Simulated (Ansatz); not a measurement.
A 12-atom cell of SiO₂ from a published structure was relaxed with 4 functionals in Ansatz, cell and atoms free, the symmetry of the start kept (meshes: PBE 6×6×4, r2SCAN 4×4×4, PBEsol 4×4×4, LDA 4×4×4). Spin-unpolarised calculation; the starting structure is a published one, and the numbers are computed.

The PBEsol result:
```yaml
crystal:
  lattice:
    - [5.03427, 0.00000, 0.00000]
    - [0.00000, 5.03427, 0.00000]
    - [0.00000, 0.00000, 7.02154]
  atoms:
    - { symbol: Si, position: [0.29726, 0.29726, 0.00000] }
    - { symbol: Si, position: [0.20274, 0.79726, 0.25000] }
    - { symbol: Si, position: [0.70274, 0.70274, 0.50000] }
    - { symbol: Si, position: [0.79726, 0.20274, 0.75000] }
    - { symbol: O, position: [0.23991, 0.10025, 0.17750] }
    - { symbol: O, position: [0.39975, 0.73991, 0.42750] }
    - { symbol: O, position: [0.76009, 0.89975, 0.67750] }
    - { symbol: O, position: [0.60025, 0.26009, 0.92750] }
    - { symbol: O, position: [0.73991, 0.39975, 0.57250] }
    - { symbol: O, position: [0.89975, 0.76009, 0.32250] }
    - { symbol: O, position: [0.26009, 0.60025, 0.07250] }
    - { symbol: O, position: [0.10025, 0.23991, 0.82250] }
```

The symmetry is P4_12_12 (No. 92, tetragonal); conventional cell a = 5.034 Å, c = 7.022 Å, 14.83 Å³ an atom. Si has 4 O at 1.62 Å; O has 2 Si at 1.62 Å.

Question: Order the functionals by the relaxed volume, smallest first.
A. r2SCAN
B. PBE
C. PBEsol
D. LDA

Answer: D (14.04 Å³/atom), A (14.29 Å³/atom), C (14.83 Å³/atom), B (15.29 Å³/atom).

Question: What lattice does PBE give?

Answer: a = 5.084 Å, c = 7.101 Å; the volume differs by +3.1 % from PBEsol's. Around Si lie 4 O at 1.62–1.63 Å; around O lie 2 Si at 1.62–1.63 Å.

Question: How does the cell change with r2SCAN?

Answer: a = 4.979 Å, c = 6.915 Å; the volume differs by -3.7 % from PBEsol's. Si has 4 O at 1.61 Å; O has 2 Si at 1.61 Å.

Question: Held at the r2SCAN cell, what mean stress do LDA and PBE find, and does its sign point to their own minimum?

Answer: Yes. LDA -1.62 GPa, and its relaxed volume is -1.7 % from r2SCAN's; PBE +4.70 GPa, and its relaxed volume is +7.0 % from r2SCAN's. Compression counts positive, so a positive stress asks for a larger cell.
